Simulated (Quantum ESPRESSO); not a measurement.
# Te: dielectric tensor with AM05

The system is Te.

```
Te
1.0
     4.45400    0.00000    0.00000
    -2.22700    3.85728    0.00000
     0.00000    0.00000    5.92400
Te
3
Cartesian
  1.6279 2.8197 0.0000
  -0.5991 1.0376 3.9493
  1.1981 0.0000 1.9747
```

| Item | Value |
| --- | --- |
| Program | Quantum ESPRESSO 7.5 |
| Task | dielectric tensor |
| Functional | AM05 |
| Potentials or basis | GBRV 1.5 PBE |
| Cutoff | 612 eV |
| Density cutoff | 4898 eV |
| k mesh | 6 × 6 × 4, shifted |
| Occupations | fermi-dirac, width 0.05 eV |
| Spin | no spin polarisation |
| Mixing beta | 0.5 |
| Most SCF iterations | 120 |
| SCF threshold | 6e-10 Ry |

```yaml
Pressure: -0.5 GPa
Largest_force: 0.177 eV/Å
Electronic_dielectric_tensor_diagonal: 35.18, 35.18, 52.91
Born_charges_mean_of_the_diagonal: Te +0.10 e
```

Forces in eV/Å, atoms in the order of the input:
```
Te  -0.089 -0.153  0.000
Te  -0.089  0.153  0.000
Te   0.177  0.000  0.000
```

Stress tensor (GPa, compression positive):
```
-0.56  0.00  0.00
 0.00 -0.56  0.00
 0.00  0.00 -0.34
```

Levels at points of the mesh, in eV from the valence-band top:
| k point | band 7 | band 8 | band 9 | band 10 | band 11 | band 12 |
| --- | --- | --- | --- | --- | --- | --- |
| (0.00, 0.00, 0.12) | -1.44 | -1.42 | -0.64 | 1.11 | 1.13 | 1.66 |

Electronic dielectric tensor:
```
35.18  0.00  0.00
 0.00 35.18  0.00
 0.00  0.00 52.91
```

Born effective charge tensors (e):
atom 1, Te
```
-1.23  2.27  2.03
 2.27  1.39 -1.17
 2.57 -1.49  0.15
```
atom 2, Te
```
-1.23 -2.27 -2.03
-2.27  1.39 -1.17
-2.57 -1.49  0.15
```
atom 3, Te
```
 2.70  0.00  0.00
 0.00 -2.54  2.34
 0.00  2.97  0.15
```

Run time: 9.2 min on 1 thread of Intel(R) Xeon(R) Processor @ 2.50GHz (Skylake/Cascade Lake), on a shared host, peak memory 0.23 GiB.

Caveat: the mesh is thin for the dielectric tensor, Born charges and intensities, which usually come out too large; the potentials were made for another functional, which shifts forces and pressure; the Born charges break their sum rule by 0.31 e, a sign of too thin a mesh. Spin-orbit coupling is left out, which matters for the levels of Te.
